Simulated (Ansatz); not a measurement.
V:

```
CELL_PARAMETERS angstrom
-1.55019 1.51440 1.52966
1.56483 -1.51963 1.54953
1.48055 1.44999 -1.53489
ATOMIC_POSITIONS crystal
V 0.00000 0.00000 0.00000
```

The cell isn't the ideal one: cell strained at random.

| Quantity | Value |
| --- | --- |
| Program | Ansatz 0.2.0 |
| Task | relaxation of cell and atoms |
| Functional | BLYP |
| Potentials or basis | all-electron PAW datasets made for the crystal |
| k mesh | 15 × 15 × 15 |
| Occupations | tetrahedron-uncorrected |
| Spin | collinear spin, random start |
| Starting moments | [1.0] μB |
| Fixed moment | 1 μB |

At the start: volume 13.89 Å³/atom.

Where does the relaxation end?

Over 6 steps the energy falls by 15.1 meV/atom and the volume is 14.28 Å³/atom (+2.8 %); space group Im-3m (No. 229, to 0.05 Å).

The path:
| step | energy change (eV) | largest force (eV/Å) | volume (Å³) |
| --- | --- | --- | --- |
| 1 | 0.0000 | 0.0000 | 13.89 |
| 2 | -0.0123 | 0.0000 | 14.31 |
| 3 | -0.0140 | 0.0000 | 14.30 |
| 4 | -0.0150 | 0.0000 | 14.28 |
| 5 | -0.0150 | 0.0000 | 14.28 |
| 6 | -0.0151 | 0.0000 | 14.28 |

Final structure:
```yaml
crystal:
  lattice:
    - [-1.52838, 1.52844, 1.52827]
    - [1.52843, -1.52840, 1.52828]
    - [1.52812, 1.52813, -1.52823]
  atoms:
    - { symbol: V, position: [0.00000, 0.00000, 0.00000] }
```

Caveat: the total moment is fixed, so each spin has its own Fermi level.
